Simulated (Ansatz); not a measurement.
Wanted: the native input for an Ansatz 0.2.0 run.

```
Task                : relaxation of cell and atoms
Functional          : r2SCAN
Dispersion          : D3(BJ)
Potentials or basis : Ansatz PAW
Cutoff              : 500 eV (not typed: the program's choice for these potentials)
k mesh              : 7 × 7 × 7
Occupations         : fermi-dirac, width 0.05 eV
Spin                : no spin polarisation
```

CuO:

```
CELL_PARAMETERS angstrom
4.16094 0.00000 0.00000
0.00000 4.16094 0.00000
0.00000 0.00000 3.88764
ATOMIC_POSITIONS crystal
Cu 0.50000 0.00000 0.50000
Cu 0.00000 0.50000 0.50000
Cu 0.00000 0.00000 0.00000
O 0.00000 0.00000 0.50000
O 0.50000 0.00000 0.00000
O 0.00000 0.50000 0.00000
```

Measurements of this composition are mostly on another form, of space group No. 15.

One way to write it, as run:

input.yaml

```yaml
crystal:
  lattice:
    - [4.160937, 0.0, 0.0]
    - [0.0, 4.160937, 0.0]
    - [0.0, 0.0, 3.887643]
  atoms:
    - { symbol: Cu, position: [0.5, 0.0, 0.5] }
    - { symbol: Cu, position: [0.0, 0.5, 0.5] }
    - { symbol: Cu, position: [0.0, 0.0, 0.0] }
    - { symbol: O, position: [0.0, 0.0, 0.5] }
    - { symbol: O, position: [0.5, 0.0, 0.0] }
    - { symbol: O, position: [0.0, 0.5, 0.0] }
hamiltonian:
  xc: r2scan
  pseudopotentials: { kind: paw }
  dispersion: d3bj
kpoints:
  mp_grid: { grid: [7, 7, 7] }
scf:
  occupations: { method: fermi_dirac, width: 0.05 }
output:
  forces: true
  stress: true
  eigenvalues: true
relax:
  f_tol: 0.01
  max_steps: 40
  cell: { stress_tol: 0.05 }
```

Potentials or basis: Ansatz PAW.

The run is started by

```console
$ ansatz run input.yaml --threads 2 --pin off --max-ram 5632MiB --backend cpu --events-out ev --progress --plain --runs-dir out
```

It gave:

The relaxed volume is 10.72 Å³/atom and the relaxed cell is a = 4.087 Å, b = 4.087 Å, c = 3.850 Å, α = 90.00°, β = 90.00°, γ = 90.00°. The space group after relaxing (to 0.05 Å) is P4/mmm (No. 123) and the energy gained by relaxing is 10.1 meV/atom. The ionic steps are 6 and the pressure after relaxing is 0.0 GPa. The band gap on the k mesh is none (metal or under the smearing width).

Caveat: the plane-wave basis is chosen anew once the cell has moved, so the energies of steps on either side of that aren't comparable; an odd number of electrons without spin polarisation forces a metal; a magnetic or distorted state may lie lower; the run has no spin polarisation, though such a crystal can be magnetic; semilocal functionals often make such compounds metallic where correlation or magnetic order opens a gap, which also shifts bond lengths; pairwise dispersion overbinds metals, which lowers pressure and volume; the PAW data sets come from PBE, with cores solved anew for the run's functional, which leaves a small shift of forces and pressure; the dispersion damping was fitted for another functional or another form of the correction.

It took 53 s on 2 threads of Arm Neoverse V1, on a shared host, peak memory 0.56 GiB.
